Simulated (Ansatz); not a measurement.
# What a trial cell of NbAs relaxes into

The calculation used DFT PBE, scalar-relativistic, plane waves, PAW (Ansatz). Cutoff 420 eV, Γ-centred k mesh, Gaussian smearing, no spin polarisation in the final step.

NbAs was placed on the zinc blende structure type (F-43m, No. 216), with Nb in place of Zn, As in place of S, at a guessed volume.

```xyz
2
Lattice="0.0000 2.6401 2.6401 2.6401 0.0000 2.6401 2.6401 2.6401 0.0000" Properties=species:S:1:pos:R:3 pbc="T T T"
Nb    0.0000    0.0000    0.0000
As    3.9602    3.9602    3.9602
```

Cell and atoms relax at zero pressure; the relaxation can't lower the symmetry of the start. After a coarse first stage the cell is made exact in the group found at 0.06 Å.

Formation energies are uncorrected and refer to the elements' standard structures at the same level.

**Question.** Which crystal results?

**Answer.** It keeps F-43m (No. 216). The result has the zinc blende structure. Conventional cell: a = 5.814 Å. Nb is coordinated by 4 As at 2.52 Å; As is coordinated by 4 Nb at 2.52 Å.

Space group F-43m (No. 216). a = 5.814 Å, b = 5.814 Å, c = 5.814 Å, α = 90.00°, β = 90.00°, γ = 90.00°
```tsv
atom	site	symmetry	x	y	z
Nb	4a	-43m	0.0000	0.0000	0.0000
As	4c	-43m	0.2500	0.2500	0.2500
```

**Question.** What are its volume, energy, density and gap?

**Answer.** The volume per atom is 24.57 Å³, the density is 5.67 g/cm³ and the energy over the elements is 0.29 eV/atom. The gap on the 16×16×16 mesh is 0 eV (a metal).

The final run used a 16×16×16 mesh on its 2-atom cell and 0.10 eV smearing. For metals, differences of a few meV/atom aren't resolved. A later test with randomly moved atoms lowered the energy by 981 meV/atom on a coarse mesh, so it isn't stable against such moves and is likely a saddle point held by symmetry.

Cost: 6 runs of about 8.1 core-minutes in all, on Intel Xeon 6975P-C (Granite Rapids) (shared hosts).